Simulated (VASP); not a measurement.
# PbO2 (Fm-3m) in VASP: further runs

The runs below take PbO2 through single point, with PBEsol.

Program: VASP 6.6.1. These are calculated values, not measurements. Logs are shortened: lines on timing, memory, paths and dates and some standing lists are left out, and cuts for length are marked.

## 1. The structure

The structure is cubic, space group Fm-3m (No. 225). The conventional cell has a = 5.404 Å, b = 5.404 Å, c = 5.404 Å, α = 90.00°, β = 90.00°, γ = 90.00°. Pb (site symmetry m-3m) has 8 O at 2.34 Å as nearest neighbours. O (site symmetry -43m) is surrounded by 4 Pb at 2.34 Å.

The cell comes from a database or a generator and needn't be the stable form of this composition.

## 2. Single point, PBEsol

INCAR

```
ADDGRID  = F            
ALGO     = Normal         # electronic algorithm
EDIFF    = 1E-7           # SCF threshold, eV
ENCUT    = 400            # plane-wave cutoff, eV
GGA      = PS             # functional
ISIF     = 2              # what is computed and relaxed
ISMEAR   = 0              # smearing method
LASPH    = T              # aspherical terms in the spheres
LCHARG   = F              # write CHGCAR
LREAL    = F              # projectors in reciprocal space
LWAVE    = F              # write WAVECAR
NELM     = 100            # most SCF steps
PREC     = Accurate       # precision mode
SIGMA    = 0.05           # smearing width, eV
```

KPOINTS

```
k-points
0
Gamma
  5 5 5
```

POSCAR

```
PbO2
1.0
    0.0000000000      2.7019920000      2.7019920000
    2.7019920000      0.0000000000      2.7019920000
    2.7019920000      2.7019920000      0.0000000000
Pb O
1 2
Direct
    0.0000000000      0.0000000000      0.0000000000
    0.7500000000      0.7500000000      0.7500000000
    0.2500000000      0.2500000000      0.2500000000
```

Potentials or basis: VASP PAW PBE potentials, release 64 (Pb, O).

The run is started by

```bash
$ cat potpaw_PBE.64/Pb/POTCAR potpaw_PBE.64/O/POTCAR > POTCAR
$ mpirun -np 1 vasp_std > vasp.out
```

OUTCAR:

```text
EDIFF = 1E-7
   ENCUT = 400
   GGA = PS
   ISIF = 2
   ISMEAR = 0
   LASPH = T
   LREAL = F
   NELM = 100
   PREC = Accurate

 Found     10 irreducible k-points:

 Following reciprocal coordinates:
            Coordinates               Weight
  0.000000  0.000000  0.000000      1.000000
  0.200000  0.000000  0.000000      8.000000
  0.400000  0.000000  0.000000      8.000000
  0.200000  0.200000  0.000000      6.000000
  0.400000  0.200000  0.000000     24.000000
 -0.400000  0.200000  0.000000     24.000000
   k-points           NKPTS =     10   k-points in BZ     NKDIM =     10   number of bands    NBANDS=     12
   number of dos      NEDOS =    301   number of ions     NIONS =      3
   total plane-waves  NPLWV =  21952
   dimension x,y,z NGX =    28 NGY =   28 NGZ =   28
   dimension x,y,z NGXF=    56 NGYF=   56 NGZF=   56
   ions per type =               1   2
   NGX,Y,Z   is equivalent  to a cutoff of  12.18, 12.18, 12.18 a.u.
   NGXF,Y,Z  is equivalent  to a cutoff of  24.36, 24.36, 24.36 a.u.
 SYSTEM =  unknown system
   PREC   = accura    normal or accurate (medium, high low for compatibility)
   ISTART =      0    job   : 0-new  1-cont  2-samecut
   ICHARG =      2    charge: 1-file 2-atom 10-const
   ISPIN  =      1    spin polarized calculation?
   LNONCOLLINEAR =      F non collinear calculations
   LSORBIT =      F    spin-orbit coupling
   LASPH  =      T    aspherical Exc in radial PAW
   ENCUT  =  400.0 eV  29.40 Ry    5.42 a.u.   6.23  6.23  6.23*2*pi/ulx,y,z
   NELM   =    100;   NELMIN=  2; NELMDL= -5     # of ELM steps
   EDIFF  = 0.1E-06   stopping-criterion for ELM
   LREAL  =      F    real-space projection
   EDIFFG = 0.1E-05   stopping-criterion for IOM
   NSW    =      0    number of steps for IOM
   IBRION =     -1    ionic relax: 0-MD 1-quasi-New 2-CG
   NFREE  =      0    steps in history (QN), initial steepest desc. (CG)
   ISIF   =      2    stress and relaxation
   ISYM   =      2    0-nonsym 1-usesym 2-fastsym
   POTIM  = 0.5000    time-step for ionic-motion
   TEBEG  =    0.0;   TEEND  =   0.0 temperature during run
   PSTRESS=    0.0 pullay stress
   NELECT =      16.0000    total number of electrons
   NUPDOWN=      -1.0000    fix difference up-down
   EMIN   =  10.00;   EMAX   =-10.00  energy-range for DOS
   EFERMI =   0.00;   METHOD = LEGACY
   ISMEAR =     0;   SIGMA  =   0.05  broadening in eV -4-tet -1-fermi 0-gaus
   EFERMI_NEDOS =   21; number of points for ismear=-14 and -15
   IALGO  =     38    algorithm
   IMIX   =      4    mixing-type and parameters
     AMIX     =   0.40;   BMIX     =  1.00
     AMIX_MAG =   1.60;   BMIX_MAG =  1.00
  volume/ion in A,a.u.               =      13.15        88.75
  Fermi-wavevector in a.u.,A,eV,Ry     =   1.211772  2.289916 19.978664  1.468390
  Thomas-Fermi vector in A             =   2.347277
   LORBIT       =      0    0 simple, 1 ext, 2 COOP (PROOUT), +10 PAW based schemes
   GGA     = PS    functional components
   LHFCALC =     F    Hartree Fock is set to
   AEXX    =    0.0000 exact exchange contribution
   IVDW    =     0    specifies the selected vdW correction
   LEPSILON=     F    determine dielectric tensor
   LRPA    =     F    only Hartree local field effects (RPA)
 non-spin polarized calculation
 Gauss-broadening in eV      SIGMA  =   0.05
  energy-cutoff  :      400.00
  volume of cell :       39.45
 maximum number of plane-waves:       728
 NGX is ok and might be reduce to    28
   NGX = 13   NGY = 13   NGZ = 13

 number of electron      15.9999996 magnetization

 Free energy of the ion-electron system (eV)
  ---------------------------------------------------
  ext. energy  EPLUGINS =         0.00000000
  ---------------------------------------------------
  free energy    TOTEN  =       -17.02254701 eV

  energy without entropy =      -17.02131968  energy(sigma->0) =      -17.02193334

 E-fermi :   3.6777     XC(G=0): -11.3069

 val. band max:        3.6161485607   @ k =  -0.4000   0.4000   0.2000
 cond. band min:       4.3535415191   @ k =   0.2000   0.2000   0.0000
 fundamental gap:      0.7373929585
 Fermi energy:         3.6776864522

 k-point     1 :       0.0000    0.0000    0.0000
  band No.  band energies     occupation
      1     -14.6764      2.00000
      2     -11.7843      2.00000
      3       0.9525      2.00000
      4       1.6889      2.00000
      5       1.6889      2.00000
      6       1.6889      2.00000
      7       2.5734      2.00000
      8       2.5734      2.00000
      9       2.5734      2.00000
     10      10.5834      0.00000
     11      10.5834      0.00000
     12      10.5834      0.00000

 k-point     2 :       0.2000    0.0000    0.0000
  band No.  band energies     occupation
      1     -14.3432      2.00000
      2     -11.8738      2.00000
      3      -1.0220      2.00000
      4       1.2017      2.00000
      5       1.4240      2.00000
      6       1.4240      2.00000
      7       2.4807      2.00000
      8       2.4807      2.00000
      9       4.5753      0.00000
     10      10.1597      0.00000
     11      11.3636      0.00000
     12      11.3636      0.00000
[... 31 lines left out ...]
 k-point     5 :       0.4000    0.2000    0.0000
  band No.  band energies     occupation
      1     -13.6035      2.00000
      2     -12.1118      2.00000
      3      -3.1369      2.00000
      4       0.0192      2.00000
      5       0.1344      2.00000
      6       2.3873      2.00000
      7       2.7638      2.00000
      8       3.0904      2.00000
      9       5.6217      0.00000
     10       9.9534      0.00000
     11      12.8574      0.00000
     12      13.2703      0.00000

 k-point     6 :      -0.4000    0.2000    0.0000
  band No.  band energies     occupation
      1     -12.9150      2.00000
      2     -12.6855      2.00000
      3      -3.5982      2.00000
      4      -0.0329      2.00000
      5       0.4273      2.00000
      6       1.4250      2.00000
      7       2.7453      2.00000
      8       3.1595      2.00000
      9       6.1357      0.00000
     10      11.2371      0.00000
     11      12.6381      0.00000
     12      13.4838      0.00000

 [... further k-points ...]

------------------------ aborting loop because EDIFF is reached ----------------------------------------

  FORCE on cell =-STRESS in cart. coord.  units (eV):
  Direction    XX          YY          ZZ          XY          YZ          ZX
  --------------------------------------------------------------------------------------
  -------------------------------------------------------------------------------------
  Total       -3.0042137     -3.0042137     -3.0042137      0.0000000     -0.0000000      0.0000000
  in kB     -121.9998300   -121.9998300   -121.9998300      0.0000000     -0.0000000      0.0000000
  external PRESSURE =    -121.9998300 kB  Pullay stress =       0.0000000 kB

 VOLUME and BASIS-vectors are now :
 -----------------------------------------------------------------------------
  energy-cutoff  :      400.00
  volume of cell :       39.45
      direct lattice vectors                 reciprocal lattice vectors
     0.000000000  2.701992000  2.701992000    -0.185048660  0.185048660  0.185048660
     2.701992000  0.000000000  2.701992000     0.185048660 -0.185048660  0.185048660
     2.701992000  2.701992000  0.000000000     0.185048660  0.185048660 -0.185048660

 POSITION                                       TOTAL-FORCE (eV/Angst)
 -----------------------------------------------------------------------------------
      0.00000      0.00000      0.00000        -0.000000     -0.000000     -0.000000
      4.05299      4.05299      4.05299         0.000000      0.000000      0.000000
      1.35100      1.35100      1.35100        -0.000000     -0.000000      0.000000
 -----------------------------------------------------------------------------------
    total drift:                                0.000000      0.000000      0.000000

  FREE ENERGIE OF THE ION-ELECTRON SYSTEM (eV)
  ---------------------------------------------------
  free  energy   TOTEN  =       -17.0225470057 eV

  energy  without entropy=      -17.0213196815  energy(sigma->0) =      -17.02193334
```

OSZICAR:

```text
N       E                     dE             d eps       ncg     rms          rms(c)
DAV:   1     0.699412580182E+02    0.69941E+02   -0.66967E+03   240   0.960E+02
DAV:   2    -0.150238928582E+02   -0.84965E+02   -0.76563E+02   324   0.216E+02
DAV:   3    -0.194524595851E+02   -0.44286E+01   -0.43856E+01   272   0.556E+01
DAV:   4    -0.194907416630E+02   -0.38282E-01   -0.38272E-01   272   0.565E+00
DAV:   5    -0.194911286926E+02   -0.38703E-03   -0.38703E-03   260   0.513E-01    0.193E+01
DAV:   6    -0.171265060464E+02    0.23646E+01   -0.71023E+00   244   0.241E+01    0.942E+00
DAV:   7    -0.170567347391E+02    0.69771E-01   -0.39696E-01   240   0.539E+00    0.287E+00
DAV:   8    -0.170255606720E+02    0.31174E-01   -0.29130E-02   272   0.181E+00    0.739E-01
DAV:   9    -0.170220862578E+02    0.34744E-02   -0.55000E-03   260   0.687E-01    0.330E-01
DAV:  10    -0.170225446055E+02   -0.45835E-03   -0.94939E-04   248   0.247E-01    0.640E-02
DAV:  11    -0.170225425769E+02    0.20286E-05   -0.13457E-05   284   0.327E-02    0.353E-02
DAV:  12    -0.170225465054E+02   -0.39284E-05   -0.15025E-05   252   0.262E-02    0.301E-03
DAV:  13    -0.170225466760E+02   -0.17062E-06   -0.17603E-07   240   0.370E-03    0.225E-03
DAV:  14    -0.170225470601E+02   -0.38412E-06   -0.17124E-07   244   0.297E-03    0.255E-03
DAV:  15    -0.170225470057E+02    0.54441E-07   -0.49540E-09   152   0.620E-04
   1 F= -.17022547E+02 E0= -.17021933E+02  d E =-.122732E-02
```

stdout:

```text
POSCAR found type information on POSCAR PbO
 POSCAR found :  2 types and       3 ions
 scaLAPACK will be used
 -----------------------------------------------------------------------------
|                                                                             |
|                                                                             |
|     You enforced a specific xc type in the INCAR file but a different       |
|     I HOPE YOU KNOW WHAT YOU ARE DOING!                                     |
|                                                                             |
 -----------------------------------------------------------------------------

 LDA part: xc-table for (Slater+PW92), standard interpolation
 POSCAR, INCAR and KPOINTS ok, starting setup
 FFT: planning ... GRIDC
 FFT: planning ... GRID_SOFT
 FFT: planning ... GRID
 WAVECAR not read
 entering main loop
```

Run time: 11 s. Hardware: 1 thread of AMD EPYC 7R43 (Zen 3), shared host; peak memory 0.12 GiB.

The run converged, but some of its settings lie outside the range that counts as converged, so its numbers aren't taken as properties of the crystal.

Results:

```yaml
Free_energy: -17.0225 eV
Band_gap_on_the_k_mesh: none (metal or under the smearing width)
```

Caveat: the k mesh is coarse (spacing up to 0.40 Å⁻¹), so the values aren't converged; the cutoff is under 1.25 times the usual one of these potentials, so pressure, stress and relaxed cells hold a basis-set (Pulay) error; the PAW data sets were made with another functional, which shifts forces and pressure a little.

## 3. Single point, PBEsol

Changes to INCAR since step 2:

```diff
@@ -3,3 +3,3 @@
 EDIFF    = 1E-7           # SCF threshold, eV
-ENCUT    = 400            # plane-wave cutoff, eV
+ENCUT    = 280            # plane-wave cutoff, eV
 GGA      = PS             # functional
```

KPOINTS

```
k-points
0
Gamma
  6 6 6
```

POSCAR is that of step 2.

Potentials or basis: VASP PAW PBE potentials, release 64 (Pb, O).

The run is started by

```bash
$ cat potpaw_PBE.64/Pb/POTCAR potpaw_PBE.64/O/POTCAR > POTCAR
$ mpirun -np 1 vasp_std > vasp.out
```

Run time: 11 s. Hardware: 1 thread of AMD EPYC 7R43 (Zen 3), shared host; peak memory 0.1 GiB.

The run converged, but a check on its numbers failed (symmetry, net force, bounds or a known fault of this set-up), so they aren't taken as properties of the crystal.

Caveat: the cutoff lies under the usual one of these potentials, so the numbers hold a large basis-set error; a pressure of tens of GPa on the cell as given is suspect, and the run, the potentials or the cell itself is likely at fault; the PAW data sets were made with another functional, which shifts forces and pressure a little.

## 4. Single point, PBEsol

Changes to INCAR since step 3:

```diff
@@ -3,3 +3,3 @@
 EDIFF    = 1E-7           # SCF threshold, eV
-ENCUT    = 280            # plane-wave cutoff, eV
+ENCUT    = 460            # plane-wave cutoff, eV
 GGA      = PS             # functional
```

KPOINTS

```
k-points
0
Gamma
  5 5 5
```

POSCAR is that of step 3.

The run is started by

```bash
$ cat potpaw_PBE.64/Pb/POTCAR potpaw_PBE.64/O/POTCAR > POTCAR
$ mpirun -np 1 vasp_std > vasp.out
```

It took 12 s on 1 thread of AMD EPYC 7R43 (Zen 3), shared host; peak memory 0.12 GiB.

The run converged, but some of its settings lie outside the range that counts as converged, so its numbers aren't taken as properties of the crystal.

Results:

```
Free energy            : -17.0019 eV
Pressure               : -7.8 GPa
Band gap on the k mesh : none (metal or under the smearing width)
```

Caveat: the k mesh is coarse (spacing up to 0.40 Å⁻¹), so the values aren't converged; the cutoff is under 1.25 times the usual one of these potentials, so pressure, stress and relaxed cells hold a basis-set (Pulay) error; the PAW data sets were made with another functional, which shifts forces and pressure a little.

## 5. Single point, PBEsol

Changes to INCAR since step 4:

```diff
@@ -13,2 +13,2 @@
 PREC     = Accurate       # precision mode
-SIGMA    = 0.05           # smearing width, eV
+SIGMA    = 0.5            # smearing width, eV
```

KPOINTS is that of step 4.

POSCAR is that of step 4.

Potentials or basis: VASP PAW PBE potentials, release 64 (Pb, O).

The run is started by

```bash
$ cat potpaw_PBE.64/Pb/POTCAR potpaw_PBE.64/O/POTCAR > POTCAR
$ mpirun -np 1 vasp_std > vasp.out
```

OUTCAR:

```text
EDIFF = 1E-7
   ENCUT = 460
   GGA = PS
   ISIF = 2
   ISMEAR = 0
   LASPH = T
   LREAL = F
   NELM = 100
   PREC = Accurate

 Found     10 irreducible k-points:

 Following reciprocal coordinates:
            Coordinates               Weight
  0.000000  0.000000  0.000000      1.000000
  0.200000  0.000000  0.000000      8.000000
  0.400000  0.000000  0.000000      8.000000
[... 169 lines left out ...]
------------------------ aborting loop because EDIFF is reached ----------------------------------------

  FORCE on cell =-STRESS in cart. coord.  units (eV):
  Direction    XX          YY          ZZ          XY          YZ          ZX
  --------------------------------------------------------------------------------------
  -------------------------------------------------------------------------------------
  Total       -1.7262241     -1.7262241     -1.7262241      0.0000000     -0.0000000      0.0000000
  in kB      -70.1012201    -70.1012201    -70.1012201      0.0000000     -0.0000000      0.0000000
  external PRESSURE =     -70.1012201 kB  Pullay stress =       0.0000000 kB

 VOLUME and BASIS-vectors are now :
 -----------------------------------------------------------------------------
  energy-cutoff  :      460.00
  volume of cell :       39.45
      direct lattice vectors                 reciprocal lattice vectors
     0.000000000  2.701992000  2.701992000    -0.185048660  0.185048660  0.185048660
     2.701992000  0.000000000  2.701992000     0.185048660 -0.185048660  0.185048660
     2.701992000  2.701992000  0.000000000     0.185048660  0.185048660 -0.185048660

 POSITION                                       TOTAL-FORCE (eV/Angst)
 -----------------------------------------------------------------------------------
      0.00000      0.00000      0.00000         0.000000      0.000000     -0.000000
      4.05299      4.05299      4.05299         0.000000      0.000000      0.000000
      1.35100      1.35100      1.35100        -0.000000     -0.000000     -0.000000
 -----------------------------------------------------------------------------------
    total drift:                                0.000000      0.000000      0.000000

  FREE ENERGIE OF THE ION-ELECTRON SYSTEM (eV)
  ---------------------------------------------------
  free  energy   TOTEN  =       -17.0254913493 eV

  energy  without entropy=      -16.9638293305  energy(sigma->0) =      -16.99466034
```

Run time: 12 s. Hardware: 1 thread of AMD EPYC 7R43 (Zen 3), shared host; peak memory 0.12 GiB.

These settings aren't checked as converged: the numbers below hold their error.

Results:

| Property | Result |
| --- | --- |
| Free energy | -17.0255 eV |
| Pressure | -7.0 GPa |
| Band gap on the k mesh | none (metal or under the smearing width) |

Caveat: the k mesh is coarse (spacing up to 0.40 Å⁻¹), so the values aren't converged; the cutoff is under 1.25 times the usual one of these potentials, so pressure, stress and relaxed cells hold a basis-set (Pulay) error; the PAW data sets were made with another functional, which shifts forces and pressure a little.

## 6. The reference run

An earlier run on the cell as given: functional PBE; potentials or basis VASP PAW PBE potentials, release 64 (Pb_d, O); cutoff 520 eV; k mesh 9 × 9 × 9; occupations fermi-dirac, width 0.05 eV; no spin polarisation.

- Pressure: 0.6 GPa
- Band gap on the k mesh: none (metal or under the smearing width)
